## The question

Why can a crystal's computed energy be wrong by several electronvolts an atom while its printed pressure is off by little more than 1 GPa? And why is HgTe so much worse off than aluminium at the same wave cutoff? Both answers start from what the cutoff removes: the short waves that an atom's more compact orbitals need.

Al, HgTe, bcc P and bcc Ta at fixed volume in Ansatz 0.2.0, with PBE, frozen-core PAW, scalar-relativistic, no spin polarization. For each crystal only the wave cutoff is varied, with the density cutoff always four times as high. Energies are free energies with Fermi–Dirac smearing; pressures include the Pulay correction, and compression is positive.

```
crystal  wave cutoff (eV)  energy less that of the crystal's tightest run (meV/atom)  pressure (GPa)  volume (Å³/atom)
     Al               200                                                        268            0.00              16.6
     Al               250                                                        107            1.43              16.6
     Al               300                                                       26.8           -0.27              16.6
     Al               500                                                       0.07           -0.62              16.6
     Al               800                                                          0             n/a              16.6
   HgTe               200                                                       8950            2.67              33.5
   HgTe               250                                                       1160            4.75              33.5
   HgTe               300                                                       94.8            4.19              33.5
   HgTe               500                                                       0.22            4.07              33.5
   HgTe               600                                                          0             n/a              33.5
      P               200                                                        661            0.38              14.3
      P               250                                                        192            0.61              14.3
      P               300                                                       41.8            0.06              14.3
      P               500                                                        0.2            0.02              14.3
      P               800                                                          0             n/a              14.3
     Ta               200                                                       1270            0.17              18.3
     Ta               250                                                        118            0.41              18.3
     Ta               350                                                       5.24            0.06              18.3
     Ta               600                                                       0.15            0.02              18.3
     Ta               800                                                          0             n/a              18.3
```

## What the cutoff removes

The smooth part of each orbital is written as a sum of plane waves. The wave cutoff is the kinetic energy of the shortest wave allowed. A broad orbital needs only long waves, while a compact one also needs short ones, just as a sharp peak needs high frequencies. If they are missing, the orbital can't take its best shape and the energy comes out too high.

A larger set of waves contains the smaller one, so the energy should fall as the cutoff rises. It does so at every step in all four crystals. The argument is nearly but not quite strict here, because the cutoff for the density was raised along with that for the orbitals.

## Why the crystals differ

At 200 eV the energy lies 0.27 eV an atom above the tightest run in Al, but 9 eV above it in HgTe. HgTe has more electrons an atom, yet that isn't enough to explain the gap. Shared out over the electrons treated, its error is still about 500 meV each, against 90 to 130 meV in the other three crystals.

Against Al, then, two factors weigh about equally at this low cutoff: HgTe has six times as many electrons an atom, and the error for each is between five and six times as large. By 300 eV that has changed: the error per electron is about 5 meV in HgTe and 9 meV in Al, so the larger error an atom goes with the larger number of electrons there. HgTe has filled d shells that lie close to their nuclei, and such shells need many short waves. The outer and the filled d electrons of Hg and Te come to 28 for the pair, but the runs treat 36, so a compact s and p shell is included as well. Ta too has d electrons and compact 5s and 5p shells, but its 5d shell is only partly filled and reaches further out than that of Hg, since d shells contract along the row. The 4d shell of Te is expected to be tighter still than the 5d shell of Hg. Compactness can't be the whole account, though. Ta has compact shells, yet its error per electron is about that of Al at 200 eV and a quarter of it at 250 eV. How many short waves a shell needs also depends on how its PAW file smooths it, and the runs neither vary the files nor split the energy error by orbital.

Al and P make a simpler pair, because both have only 3s and 3p electrons outside the core. The greater nuclear charge of P pulls these orbitals inward. Its error is about 2.5 times that of Al at 200 eV and still about 1.6 times at 300 eV. But P also has five such electrons against three. Per electron, its error is about 1.5 times that of Al at 200 eV and nearly the same at 250 and 300 eV. The inward pull may thus account for part of the excess at 200 eV, but hardly for that at the next two cutoffs. P is here in a bcc structure, which isn't one of its ordinary forms, and its bands overlap, so this is a comparison of two metals.

## Why the fall is steep but uneven

If an orbital has a Gaussian shape, the amplitudes of its waves also follow a Gaussian in wave number. The energy error goes roughly as the square of the missing amplitudes. Kinetic energy is proportional to the square of the wave number, so the error should fall exponentially with the cutoff: equal steps in cutoff, equal factors in error.

The rows at 200 and 250 eV fix such an exponential for each crystal, and the next row tests it. For Al, HgTe and P it predicts errors 1.3 to 1.6 times too large. For Ta it predicts 1 meV at 350 eV, where the calculation gives 5 meV. An exponential in wave number does better for Ta but worse for the other three, so neither is a law on which to extrapolate.

A likely reason lies in how the smooth orbitals are made. In the PAW method each is joined to the true orbital at a chosen radius, and this shapes its short waves. Their weight can drop quickly over one range of cutoffs and leave a weak, slowly fading tail beyond it.

That would explain the crossing of Ta and P. Between 200 and 250 eV the error of Ta falls elevenfold and that of P only about threefold, so P ends up above Ta. Between 350 and 600 eV, Ta slows to an average factor of two for each 50 eV. Such a tail isn't peculiar to Ta: the corrections printed for HgTe at 500 and 600 eV imply that the slope of its energy also falls by only about two for each 50 eV there. The numbers show this change of pace; that the joining of the orbitals causes it is likely but untested, since each element was run with only one PAW file.

## Why the pressure hides the error

Pressure tells how the energy changes when the crystal is squeezed or stretched. The usual stress formula keeps the number of waves fixed while the volume changes. When the crystal expands, the same waves are stretched and become longer, so the basis gets poorer and the energy rises for a purely numerical reason. The crystal then seems to resist expansion, which appears as a false negative pressure.

Its size follows from the slope of the energy curve. Let $E_c$ be the wave cutoff, $V$ the volume an atom and $\varepsilon$ the energy an atom. The number of waves grows as $V E_c^{3/2}$, so holding it fixed means that $E_c$ varies as $V^{-2/3}$. By the chain rule the false pressure is

$$p_{\text{false}} = -\frac{2}{3}\,\frac{E_c}{V}\left|\frac{d\varepsilon}{dE_c}\right| .$$

Take HgTe at 200 eV. Its error falls from 8950 to 1160 meV over the next 50 eV. For an exponential fall, the slope at the lower end is

$$\left|\frac{d\varepsilon}{dE_c}\right| \approx \frac{8.95\ \text{eV}\times\ln(8950/1160)}{50\ \text{eV}} \approx 0.366 .$$

With $V = 33.5$ Å$^3$ and 1 eV/Å$^3$ = 160.2 GPa,

$$|p_{\text{false}}| \approx \frac{2}{3}\times\frac{200}{33.5}\times 0.366\times 160.2\ \text{GPa} \approx 233\ \text{GPa}.$$

The program added a correction of 218 GPa in this run, so the estimate is 7 % above it. For P and Ta at the same cutoff it is about 12 % too high. It uses no adjustable constant, but it takes the average decay over 50 eV for the decay at the lower end. In HgTe and P the fall speeds up from the first step to the next (by factors of 7.7 and then 12 in HgTe), so the decay at 200 eV is slower than the average and the estimate comes out high; the size of the correction implies the same for Ta. The printed output after the text has these comparisons.

Without the correction, HgTe would show about −216 GPa at 200 eV. With it, the printed value is 2.67 GPa, against 4.06 GPa in the tightest run. In this run the correction removes nearly all of the false pressure and leaves the energy as wrong as before.

## What remains in the pressure

The corrected pressure still contains one real effect of the poor basis: the change of the energy error with volume at a fixed cutoff. For HgTe at 200 eV, the difference from the converged pressure is less than 1 % of the correction, so a slight fault in the correction could also cause it. If the correction is exact, an expansion of 1 % changes the energy error by only about 3 meV an atom, out of 9 eV. This fits the picture of compact orbitals, because the inner part of an atom hardly notices how far away its neighbours are. It doesn't hold everywhere: in Al at 250 eV the same expansion changes the error by about 2 meV out of 107.

Al shows that the crystal with the smallest energy error needn't have the best pressure. At 250 eV it has the smallest energy error of the four crystals, yet its pressure is 2 GPa from the converged value, the largest such deviation in the table. The formula above puts the false pressure there at only about 5 GPa, so what is left is a large share of it. At 200 eV its pressure is zero to within a ten-thousandth of a GPa. That is a coincidence: the cells of P and Ta come from relaxations made for this data, but that of Al was taken from the Crystallography Open Database. Nor is the zero a sign of convergence, since the converged value is −0.62 GPa.

In each crystal the highest printed pressure comes at 250 eV. The energy error there may shrink as the crystal expands, if squeezed orbitals need more short waves, and that would raise the pressure. Or the correction may be imperfect at such low cutoffs; these runs can't tell which. Neither says why the excess is larger at 250 than at 200 eV, where the energy error is greater, and HgTe at 200 eV even lies below its converged pressure.

The 4 GPa in HgTe is a different matter. It survives at the highest cutoff, so it isn't a basis error. The cell was held at a volume smaller than the one preferred at this level of theory (PBE without spin-orbit coupling), and the crystal pushes outward. The program warns of the missing spin-orbit coupling in all runs of HgTe and Ta. Their pressures can thus be converged in the cutoff and still be off for that reason.

## What cutoff is enough

From 500 eV upward, every run lies within 0.25 meV an atom of the tightest run for its crystal. That run isn't exact either: for HgTe, the slope still present at 600 eV suggests a remainder of the order of 0.1 meV. The program flags all runs at 350 eV and below as under its recommended cutoff. The table has no runs between 300 and 500 eV, or in Ta between 350 and 600 eV, so the lowest sufficient cutoff isn't known. The rows are also a selection, which leaves out runs that failed or met a known fault of the program.

In practice, convergence has to be judged by the quantity that is wanted: an energy difference, or the pressure if the cell is to be relaxed. HgTe at 200 eV and Al at 250 eV show that the size of one error doesn't tell the size of the other. Energies to be compared should share one cutoff, because errors tied to the atoms are then expected to cancel in large part, provided the same atoms and PAW files stand on both sides. Setting a HgTe run at 300 eV against one at 500 eV would bring in a false difference of about 95 meV an atom, although their pressures differ by only 0.12 GPa.

The analysis program printed:

```
Fall of the error and what is left in the pressure:
   row  factor of fall per 50 eV since the row before (0 if none)  pressure less that of tightest run in GPa  change of energy error on 1 % expansion in meV/atom
    Al                                                          0                                     0.6219                                              -0.6443
    Al                                                      2.505                                      2.052                                               -2.126
    Al                                                      3.993                                     0.3519                                              -0.3646
    Al                                                      4.423                                    0.00188                                            -0.001948
    Al                                                          0                                        n/a                                                  n/a
  HgTe                                                          0                                     -1.394                                                2.914
  HgTe                                                      7.716                                     0.6864                                               -1.435
  HgTe                                                      12.24                                     0.1264                                              -0.2644
  HgTe                                                      4.556                                   0.006435                                             -0.01345
  HgTe                                                          0                                        n/a                                                  n/a
     P                                                          0                                     0.3566                                              -0.3183
     P                                                      3.443                                     0.5866                                              -0.5236
     P                                                      4.593                                    0.03661                                             -0.03268
     P                                                      3.802                                  -0.003386                                             0.003022
     P                                                          0                                        n/a                                                  n/a
    Ta                                                          0                                     0.1485                                              -0.1696
    Ta                                                      10.76                                     0.3885                                              -0.4437
    Ta                                                      4.745                                    0.03845                                             -0.04392
    Ta                                                      2.035                                  -0.001545                                             0.001765
    Ta                                                          0                                        n/a                                                  n/a
Error per electron at 200 eV in meV (Al HgTe P Ta): 89.33, 497.2, 132.2, 97.69
Error per electron at 250 eV in meV (Al HgTe P Ta): 35.67, 64.44, 38.4, 9.077
Error of P over that of Al at 200 250 300 500 eV: 2.466, 1.794, 1.56, 2.857
Third row extrapolated by an exponential in the cutoff in meV/atom (Al HgTe P Ta): 42.72, 150.3, 55.77, 1.019
The same over the computed error: 1.594, 1.586, 1.334, 0.1944
Exponential in wave number instead over the computed error: 1.741, 1.929, 1.502, 0.3645
False pressure at 200 eV expected from the energies in GPa without sign (Al HgTe P Ta): 6.333, 233.2, 24.41, 70.45
The same over the program's correction (HgTe P Ta): 1.069, 1.123, 1.118
HgTe at 250 eV, expected false pressure over the correction: 1.121
Pressure without the correction in GPa (HgTe 200 250 300 then P 200 then Ta 200): -215.5, -36.57, -0.8798, -21.36, -62.86
Rough error left in the tightest HgTe run in meV/atom: 0.08454
```
